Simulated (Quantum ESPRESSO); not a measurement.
# BeTe (F-43m) in Quantum ESPRESSO: notebook, part 2 of 3

Quantum ESPRESSO 7.5. Earlier steps stand in the parts before.

### 3 Band structure, LDA

pw.in

```
&CONTROL
  calculation = 'scf'
  prefix = 'pwscf'
  outdir = './tmp'
  pseudo_dir = './pseudo'
  tprnfor = .true.
  tstress = .true.
  disk_io = 'low'
/
&SYSTEM
  ibrav = 0
  A = 3.91737157
  nat = 2
  ntyp = 2
  ecutwfc = 70
  nbnd = 16
  input_dft = 'pz'
  occupations = 'smearing'
  smearing = 'fd'
  degauss = 0.00367493
/
&ELECTRONS
  conv_thr = 4d-10
  electron_maxstep = 120
  mixing_beta = 0.5
/
ATOMIC_SPECIES
Te   127.6000 Te_ONCV_PBE-1.2.upf
Be     9.0122 Be_ONCV_PBE-1.2.upf
CELL_PARAMETERS alat
   0.0000000000    0.7071067808    0.7071067808
   0.7071067808    0.0000000000    0.7071067808
   0.7071067808    0.7071067808    0.0000000000
ATOMIC_POSITIONS alat
Te     1.0606601712    1.0606601712    1.0606601712
Be     0.0000000000    0.0000000000    0.0000000000
K_POINTS automatic
8 8 8 0 0 0
```

bands.in

```
&CONTROL
  calculation = 'bands'
  prefix = 'pwscf'
  outdir = './tmp'
  pseudo_dir = './pseudo'
  disk_io = 'low'
  verbosity = 'high'
/
&SYSTEM
  ibrav = 0
  A = 3.91737157
  nat = 2
  ntyp = 2
  ecutwfc = 70
  nbnd = 16
  input_dft = 'pz'
  occupations = 'smearing'
  smearing = 'fd'
  degauss = 0.00367493
/
&ELECTRONS
  conv_thr = 1d-08
  electron_maxstep = 120
  mixing_beta = 0.5
  diago_full_acc = .true.
  startingwfc = 'random'
/
ATOMIC_SPECIES
Te   127.6000 Te_ONCV_PBE-1.2.upf
Be     9.0122 Be_ONCV_PBE-1.2.upf
CELL_PARAMETERS alat
   0.0000000000    0.7071067808    0.7071067808
   0.7071067808    0.0000000000    0.7071067808
   0.7071067808    0.7071067808    0.0000000000
ATOMIC_POSITIONS alat
Te     1.0606601712    1.0606601712    1.0606601712
Be     0.0000000000    0.0000000000    0.0000000000
K_POINTS crystal
60
 0.0000000000  0.0000000000  0.0000000000 1
 0.0625000000  0.0000000000  0.0625000000 1
 0.1250000000  0.0000000000  0.1250000000 1
 0.1875000000  0.0000000000  0.1875000000 1
 0.2500000000  0.0000000000  0.2500000000 1
 0.3125000000  0.0000000000  0.3125000000 1
 0.3750000000  0.0000000000  0.3750000000 1
 0.4375000000  0.0000000000  0.4375000000 1
 0.5000000000  0.0000000000  0.5000000000 1
 0.5000000000  0.0625000000  0.5625000000 1
 0.5000000000  0.1250000000  0.6250000000 1
 0.5000000000  0.1875000000  0.6875000000 1
 0.5000000000  0.2500000000  0.7500000000 1
 0.4375000000  0.3125000000  0.7500000000 1
 0.3750000000  0.3750000000  0.7500000000 1
 0.3375000000  0.3375000000  0.6750000000 1
 0.3000000000  0.3000000000  0.6000000000 1
 0.2625000000  0.2625000000  0.5250000000 1
 0.2250000000  0.2250000000  0.4500000000 1
 0.1875000000  0.1875000000  0.3750000000 1
 0.1500000000  0.1500000000  0.3000000000 1
 0.1125000000  0.1125000000  0.2250000000 1
 0.0750000000  0.0750000000  0.1500000000 1
 0.0375000000  0.0375000000  0.0750000000 1
 0.0000000000  0.0000000000  0.0000000000 1
 0.0625000000  0.0625000000  0.0625000000 1
 0.1250000000  0.1250000000  0.1250000000 1
 0.1875000000  0.1875000000  0.1875000000 1
 0.2500000000  0.2500000000  0.2500000000 1
 0.3125000000  0.3125000000  0.3125000000 1
 0.3750000000  0.3750000000  0.3750000000 1
 0.4375000000  0.4375000000  0.4375000000 1
 0.5000000000  0.5000000000  0.5000000000 1
 0.5250000000  0.4500000000  0.5250000000 1
 0.5500000000  0.4000000000  0.5500000000 1
 0.5750000000  0.3500000000  0.5750000000 1
 0.6000000000  0.3000000000  0.6000000000 1
 0.6250000000  0.2500000000  0.6250000000 1
 0.5833333333  0.2500000000  0.6666666667 1
 0.5416666667  0.2500000000  0.7083333333 1
 0.5000000000  0.2500000000  0.7500000000 1
 0.5000000000  0.2857142857  0.7142857143 1
 0.5000000000  0.3214285714  0.6785714286 1
 0.5000000000  0.3571428571  0.6428571429 1
 0.5000000000  0.3928571429  0.6071428571 1
 0.5000000000  0.4285714286  0.5714285714 1
 0.5000000000  0.4642857143  0.5357142857 1
 0.5000000000  0.5000000000  0.5000000000 1
 0.4821428571  0.4821428571  0.5357142857 1
 0.4642857143  0.4642857143  0.5714285714 1
 0.4464285714  0.4464285714  0.6071428571 1
 0.4285714286  0.4285714286  0.6428571429 1
 0.4107142857  0.4107142857  0.6785714286 1
 0.3928571429  0.3928571429  0.7142857143 1
 0.3750000000  0.3750000000  0.7500000000 1
 0.6250000000  0.2500000000  0.6250000000 1
 0.5937500000  0.1875000000  0.5937500000 1
 0.5625000000  0.1250000000  0.5625000000 1
 0.5312500000  0.0625000000  0.5312500000 1
 0.5000000000  0.0000000000  0.5000000000 1
```

Potentials or basis: SG15 PBE 1.2.

Run with:

```console
> OMP_NUM_THREADS=1 pw.x -in pw.in > pw.out
> OMP_NUM_THREADS=1 pw.x -in bands.in > bands.out
```

pw.out:

```text
This program is part of the open-source Quantum ESPRESSO suite
     for quantum simulation of materials; please cite
         "P. Giannozzi et al., J. Phys.:Condens. Matter 21 395502 (2009);
         "P. Giannozzi et al., J. Phys.:Condens. Matter 29 465901 (2017);
         "P. Giannozzi et al., J. Chem. Phys. 152 154105 (2020);
     in publications or presentations arising from this work. More details at

     IMPORTANT: XC functional enforced from input :
     Exchange-correlation= PZ
                           (   1   1   0   0   0   0   0)
     Any further DFT definition will be discarded
     Please, verify this is what you really want

     Message from routine setup:
     using ibrav=0 with symmetry is DISCOURAGED, use correct ibrav instead

     G-vector sticks info
     --------------------
     sticks:   dense  smooth     PW     G-vecs:    dense   smooth      PW
     Sum        1057    1057    313                22659    22659    3695

     Using Slab Decomposition

     bravais-lattice index     =            0
     lattice parameter (alat)  =       7.4028  a.u.
     unit-cell volume          =     286.8573 (a.u.)^3
     number of atoms/cell      =            2
     number of atomic types    =            2
     number of electrons       =        20.00
     number of Kohn-Sham states=           16
     kinetic-energy cutoff     =      70.0000  Ry
     charge density cutoff     =     280.0000  Ry
     scf convergence threshold =      4.0E-10
     mixing beta               =       0.5000
     number of iterations used =            8  plain     mixing
     Exchange-correlation= PZ
                           (   1   1   0   0   0   0   0)

     celldm(1)=   7.402759  celldm(2)=   0.000000  celldm(3)=   0.000000
     celldm(4)=   0.000000  celldm(5)=   0.000000  celldm(6)=   0.000000

     crystal axes: (cart. coord. in units of alat)
               a(1) = (   0.000000   0.707107   0.707107 )
               a(2) = (   0.707107   0.000000   0.707107 )
               a(3) = (   0.707107   0.707107   0.000000 )

     reciprocal axes: (cart. coord. in units 2 pi/alat)
               b(1) = ( -0.707107  0.707107  0.707107 )
               b(2) = (  0.707107 -0.707107  0.707107 )
               b(3) = (  0.707107  0.707107 -0.707107 )

     PseudoPot. # 1 for Te read from file:
     Te_ONCV_PBE-1.2.upf
     Pseudo is Norm-conserving, Zval = 16.0
     Generated using ONCVPSP code by D. R. Hamann
     Using radial grid of  602 points,  6 beta functions with:
                l(1) =   0
                l(2) =   0
                l(3) =   1
                l(4) =   1
                l(5) =   2
                l(6) =   2

     PseudoPot. # 2 for Be read from file:
     Be_ONCV_PBE-1.2.upf
     Pseudo is Norm-conserving, Zval =  4.0
     Generated using ONCVPSP code by D. R. Hamann
     Using radial grid of  602 points,  4 beta functions with:
                l(1) =   0
                l(2) =   0
                l(3) =   1
                l(4) =   1

     atomic species   valence    mass     pseudopotential
     Te               16.00   127.60000     Te( 1.00)
     Be                4.00     9.01220     Be( 1.00)

     24 Sym. Ops. (no inversion) found

   Cartesian axes

     site n.     atom                  positions (alat units)
         1        Te     tau(   1) = (   1.0606602   1.0606602   1.0606602  )
         2        Be     tau(   2) = (   0.0000000   0.0000000   0.0000000  )

     number of k points=    29  Fermi-Dirac smearing, width (Ry)=  0.0037
                       cart. coord. in units 2pi/alat
        k(    1) = (   0.0000000   0.0000000   0.0000000), wk =   0.0039062
        k(    2) = (   0.0883883   0.0883883  -0.0883883), wk =   0.0312500
        k(    3) = (   0.1767767   0.1767767  -0.1767767), wk =   0.0312500
        k(    4) = (   0.2651650   0.2651650  -0.2651650), wk =   0.0312500
        k(    5) = (  -0.3535534  -0.3535534   0.3535534), wk =   0.0156250
        k(    6) = (   0.1767767   0.0000000   0.0000000), wk =   0.0234375
[... 21 lines left out ...]
        k(   28) = (  -0.7071068   0.1767767   0.0000000), wk =   0.0468750
        k(   29) = (  -0.7071068   0.3535534   0.0000000), wk =   0.0234375

     Dense  grid:    22659 G-vectors     FFT dimensions: (  40,  40,  40)

     Initial potential from superposition of free atoms

     starting charge      19.9363, renormalised to      20.0000
     Starting wfcs are random

     Self-consistent Calculation

     iteration #  1     ecut=    70.00 Ry     beta= 0.50
     Davidson diagonalization with overlap
     ethr =  1.00E-02,  avg # of iterations =  8.1

     Threshold (ethr) on eigenvalues was too large:
     Diagonalizing with lowered threshold

     Davidson diagonalization with overlap
     ethr =  2.61E-04,  avg # of iterations =  3.1

     total energy              =    -201.00236016 Ry
     estimated scf accuracy    <       0.04825205 Ry
[... 43 lines left out ...]
     iteration #  8     ecut=    70.00 Ry     beta= 0.50
     Davidson diagonalization with overlap
     ethr =  4.06E-12,  avg # of iterations =  2.0

     End of self-consistent calculation

          k = 0.0000 0.0000 0.0000 (  2741 PWs)   bands (ev):

   -90.5412 -27.1236 -27.1236 -27.1236 -27.1041 -27.1041  -3.8865   8.7482
     8.7482   8.7482  12.3443  12.3443  12.3443  12.9086  17.1884  19.4080

          k = 0.0884 0.0884-0.0884 (  2809 PWs)   bands (ev):
[... 16 lines left out ...]
   -90.5412 -27.1210 -27.1199 -27.1199 -27.1030 -27.1030  -2.4257   2.8988
     7.5377   7.5377  11.9769  13.3424  13.3424  16.5436  19.8867  20.6573

          k = 0.1768 0.0000 0.0000 (  2806 PWs)   bands (ev):

   -90.5412 -27.1239 -27.1224 -27.1224 -27.1044 -27.1036  -3.6762   7.6316
     8.0300   8.0300  11.9357  13.3768  13.3768  13.9092  16.9713  18.0960

          k = 0.2652 0.0884-0.0884 (  2827 PWs)   bands (ev):
[... 21 lines left out ...]
   -90.5412 -27.1218 -27.1209 -27.1205 -27.1040 -27.1031  -2.9849   4.6805
     6.7289   7.9856  12.7369  13.4074  13.7571  15.7255  17.2453  18.7259

          k = 0.0000-0.1768 0.1768 (  2834 PWs)   bands (ev):

   -90.5412 -27.1229 -27.1223 -27.1216 -27.1042 -27.1035  -3.4768   6.3621
     7.3706   8.4571  12.7771  12.8301  13.3060  14.9889  17.2182  18.0118

          k = 0.3536 0.0000 0.0000 (  2858 PWs)   bands (ev):

   -90.5412 -27.1246 -27.1193 -27.1193 -27.1053 -27.1023  -3.0892   5.7622
     6.9412   6.9412  11.2754  13.1731  15.3649  15.3649  17.8102  19.7105

          k = 0.4419 0.0884-0.0884 (  2831 PWs)   bands (ev):
[... 11 lines left out ...]
   -90.5412 -27.1212 -27.1187 -27.1178 -27.1040 -27.1028  -2.1349   3.5707
     5.1127   6.9004  11.9700  15.2197  15.2878  16.5736  17.5173  18.6879

          k = 0.0000-0.3536 0.3536 (  2840 PWs)   bands (ev):

   -90.5412 -27.1205 -27.1201 -27.1192 -27.1037 -27.1033  -2.5121   4.1826
     5.3724   7.4538  12.5188  14.3752  15.0335  15.6091  17.3202  18.8338

          k = 0.5303 0.0000-0.0000 (  2830 PWs)   bands (ev):
[... 11 lines left out ...]
   -90.5412 -27.1229 -27.1168 -27.1162 -27.1054 -27.1018  -1.9140   3.7875
     4.5838   6.3600  11.3615  14.0644  16.8663  17.2254  18.1176  19.5648

          k =-0.7071 0.0000 0.0000 (  2874 PWs)   bands (ev):

   -90.5412 -27.1254 -27.1150 -27.1150 -27.1067 -27.1006  -1.8919   3.3981
     5.9228   5.9228  10.5588  11.3557  18.7957  18.7957  20.5970  22.2909

          k = 0.3536 0.1768-0.0000 (  2842 PWs)   bands (ev):
[... 21 lines left out ...]
   -90.5412 -27.1221 -27.1184 -27.1157 -27.1051 -27.1020  -1.9578   3.7891
     4.9051   5.9577  12.3588  14.1998  15.0781  16.9104  18.5253  21.1079

          k = 0.0000-0.3536 0.5303 (  2842 PWs)   bands (ev):

   -90.5412 -27.1205 -27.1200 -27.1164 -27.1045 -27.1025  -2.0532   3.9053
     4.7386   6.3307  12.8297  14.3195  15.0958  16.6562  17.7723  19.5456

          k =-0.7071 0.1768 0.0000 (  2842 PWs)   bands (ev):

   -90.5412 -27.1239 -27.1165 -27.1150 -27.1060 -27.1012  -1.8719   3.6126
     5.4090   5.5773  11.6768  12.3642  17.2687  17.4548  20.0833  21.1064

          k =-0.7071 0.3536 0.0000 (  2832 PWs)   bands (ev):

   -90.5412 -27.1205 -27.1199 -27.1150 -27.1051 -27.1021  -1.8515   3.9932
     4.7808   5.2943  14.0314  14.2667  14.4474  15.1975  19.9962  20.9015

     the Fermi energy is     9.6458 ev

!    total energy              =    -201.00684949 Ry
     estimated scf accuracy    <          2.2E-11 Ry
     smearing contrib. (-TS)   =      -0.00000000 Ry
     internal energy E=F+TS    =    -201.00684949 Ry

     The total energy is F=E-TS. E is the sum of the following terms:
     one-electron contribution =     -97.74620673 Ry
     hartree contribution      =      47.92834286 Ry
     xc contribution           =     -22.26362290 Ry
     ewald contribution        =    -128.92536271 Ry

     convergence has been achieved in   8 iterations

     Forces acting on atoms (cartesian axes, Ry/au):

     atom    1 type  1   force =     0.00000000    0.00000000   -0.00000000
     atom    2 type  2   force =    -0.00000000   -0.00000000    0.00000000

     Total force =     0.000000     Total SCF correction =     0.000000

     Computing stress (Cartesian axis) and pressure

          total   stress  (Ry/bohr**3)                   (kbar)     P=       -2.53
  -0.00001720   0.00000000   0.00000000           -2.53        0.00        0.00
   0.00000000  -0.00001720   0.00000000            0.00       -2.53        0.00
   0.00000000   0.00000000  -0.00001720            0.00        0.00       -2.53

=------------------------------------------------------------------------------=
   JOB DONE.
=------------------------------------------------------------------------------=
```

Run time: 32 s. Hardware: 1 thread of AMD EPYC 7B13 (Zen 3), shared host; peak memory 0.09 GiB.

Results:

| Quantity | Value |
| --- | --- |
| Free energy | -2734.8375 eV |
| Pressure | -0.3 GPa |
| Band gap on the k mesh | 1.81 eV, indirect (least direct gap 3.60 eV) |
| Band gap along the path | 1.81 eV, indirect (least direct gap 3.60 eV) |

Levels at the corners of the path, in eV from the valence-band top:
```tsv
point	band 6	band 7	band 8	band 9	band 10	band 11	band 12	band 13	band 14	band 15
Γ	-35.85	-12.63	0.00	0.00	0.00	3.60	3.60	3.60	4.16	8.44
X	-35.85	-10.64	-5.35	-2.83	-2.83	1.81	2.61	10.05	10.05	11.85
W	-35.85	-10.60	-4.76	-3.97	-3.45	5.28	5.52	5.70	6.45	11.25
K	-35.85	-10.66	-4.96	-4.16	-2.39	2.61	5.32	8.12	8.48	9.37
Γ	-35.85	-12.63	0.00	0.00	0.00	3.60	3.60	3.60	4.16	8.44
L	-35.85	-11.17	-5.85	-1.21	-1.21	3.23	4.59	4.59	7.80	11.14
U	-35.85	-10.66	-4.96	-4.16	-2.39	2.61	5.32	8.12	8.48	9.37
W	-35.85	-10.60	-4.76	-3.97	-3.45	5.28	5.52	5.70	6.45	11.25
L	-35.85	-11.17	-5.85	-1.21	-1.21	3.23	4.59	4.59	7.80	11.14
K	-35.85	-10.66	-4.96	-4.16	-2.39	2.61	5.32	8.12	8.48	9.37
U	-35.85	-10.66	-4.96	-4.16	-2.39	2.61	5.32	8.12	8.48	9.37
X	-35.85	-10.64	-5.35	-2.83	-2.83	1.81	2.61	10.05	10.05	11.85
```

Caveat: the potentials were made for another functional, which shifts forces and pressure; spin-orbit coupling is left out, which moves the levels of the heavy elements.

### 4 Band structure, PBEsol

Changes to pw.in since step 3:

```diff
@@ -16,3 +16,3 @@
   nbnd = 16
-  input_dft = 'pz'
+  input_dft = 'pbesol'
   occupations = 'smearing'
```

Changes to bands.in since step 3:

```diff
@@ -15,3 +15,3 @@
   nbnd = 16
-  input_dft = 'pz'
+  input_dft = 'pbesol'
   occupations = 'smearing'
```

Potentials or basis: SG15 PBE 1.2.

Run with:

```console
> OMP_NUM_THREADS=1 pw.x -in pw.in > pw.out
> OMP_NUM_THREADS=1 pw.x -in bands.in > bands.out
```

pw.out:

```text
This program is part of the open-source Quantum ESPRESSO suite
     for quantum simulation of materials; please cite
         "P. Giannozzi et al., J. Phys.:Condens. Matter 21 395502 (2009);
         "P. Giannozzi et al., J. Phys.:Condens. Matter 29 465901 (2017);
         "P. Giannozzi et al., J. Chem. Phys. 152 154105 (2020);
     in publications or presentations arising from this work. More details at

     IMPORTANT: XC functional enforced from input :
     Exchange-correlation= PBESOL
                           (   1   4  10   8   0   0   0)
     Any further DFT definition will be discarded
     Please, verify this is what you really want

     Message from routine setup:
     using ibrav=0 with symmetry is DISCOURAGED, use correct ibrav instead

     G-vector sticks info
     --------------------
     sticks:   dense  smooth     PW     G-vecs:    dense   smooth      PW
     Sum        1057    1057    313                22659    22659    3695

     Using Slab Decomposition
[... 164 lines left out ...]

          k = 0.0000 0.0000 0.0000 (  2741 PWs)   bands (ev):

   -90.9722 -27.2109 -27.2109 -27.2109 -27.1930 -27.1930  -3.7165   8.9299
     8.9299   8.9299  12.5284  12.5284  12.5284  13.0909  17.3882  19.5113
[... 138 lines left out ...]
   -90.9722 -27.2079 -27.2073 -27.2025 -27.1941 -27.1911  -1.6620   4.1441
     4.9442   5.4570  14.1765  14.4450  14.6410  15.3848  20.2566  21.0973

     the Fermi energy is     9.8104 ev

!    total energy              =    -201.13018712 Ry
     estimated scf accuracy    <          3.6E-11 Ry
     smearing contrib. (-TS)   =      -0.00000000 Ry
     internal energy E=F+TS    =    -201.13018712 Ry

     The total energy is F=E-TS. E is the sum of the following terms:
     one-electron contribution =     -97.77087655 Ry
     hartree contribution      =      47.96676545 Ry
     xc contribution           =     -22.40071331 Ry
     ewald contribution        =    -128.92536271 Ry

     convergence has been achieved in   8 iterations

     Forces acting on atoms (cartesian axes, Ry/au):

     atom    1 type  1   force =     0.00000000    0.00000000    0.00000000
     atom    2 type  2   force =     0.00000000    0.00000000   -0.00000000

     Total force =     0.000000     Total SCF correction =     0.000000

     Computing stress (Cartesian axis) and pressure

          total   stress  (Ry/bohr**3)                   (kbar)     P=       19.86
   0.00013502   0.00000000  -0.00000000           19.86        0.00       -0.00
   0.00000000   0.00013502  -0.00000000            0.00       19.86       -0.00
  -0.00000000  -0.00000000   0.00013502           -0.00       -0.00       19.86

=------------------------------------------------------------------------------=
   JOB DONE.
=------------------------------------------------------------------------------=
```

It took 32 s on 1 thread of AMD EPYC 7B13 (Zen 3), shared host; peak memory 0.09 GiB.

What came out:

```yaml
Free_energy: -2736.5156 eV
Pressure: 2.0 GPa
Band_gap_on_the_k_mesh: 1.77 eV, indirect (least direct gap 3.60 eV)
Band_gap_along_the_path: 1.77 eV, indirect (least direct gap 3.60 eV)
```

Levels at the corners of the path, in eV from the valence-band top:
```
point  band 6  band 7  band 8  band 9  band 10  band 11  band 12  band 13  band 14  band 15
    Γ  -36.12  -12.65    0.00    0.00     0.00     3.60     3.60     3.60     4.16     8.46
    X  -36.12  -10.63   -5.38   -2.84    -2.84     1.77     2.58    10.13    10.13    11.95
    W  -36.12  -10.59   -4.79   -3.99    -3.47     5.25     5.52     5.71     6.45    11.33
    K  -36.12  -10.66   -4.99   -4.18    -2.40     2.58     5.31     8.15     8.52     9.39
    Γ  -36.12  -12.65    0.00    0.00     0.00     3.60     3.60     3.60     4.16     8.46
    L  -36.12  -11.17   -5.88   -1.21    -1.21     3.22     4.58     4.58     7.79    11.19
    U  -36.12  -10.66   -4.99   -4.18    -2.40     2.58     5.31     8.15     8.52     9.39
    W  -36.12  -10.59   -4.79   -3.99    -3.47     5.25     5.52     5.71     6.45    11.33
    L  -36.12  -11.17   -5.88   -1.21    -1.21     3.22     4.58     4.58     7.79    11.19
    K  -36.12  -10.66   -4.99   -4.18    -2.40     2.58     5.31     8.15     8.52     9.39
    U  -36.12  -10.66   -4.99   -4.18    -2.40     2.58     5.31     8.15     8.52     9.39
    X  -36.12  -10.63   -5.38   -2.84    -2.84     1.77     2.58    10.13    10.13    11.95
```

Caveat: the potentials were made for another functional, which shifts forces and pressure; spin-orbit coupling is left out, which moves the levels of the heavy elements. A hybrid or GW would open this gap; PBEsol tends to underestimate it.

(Continued in part 3 of 3.)
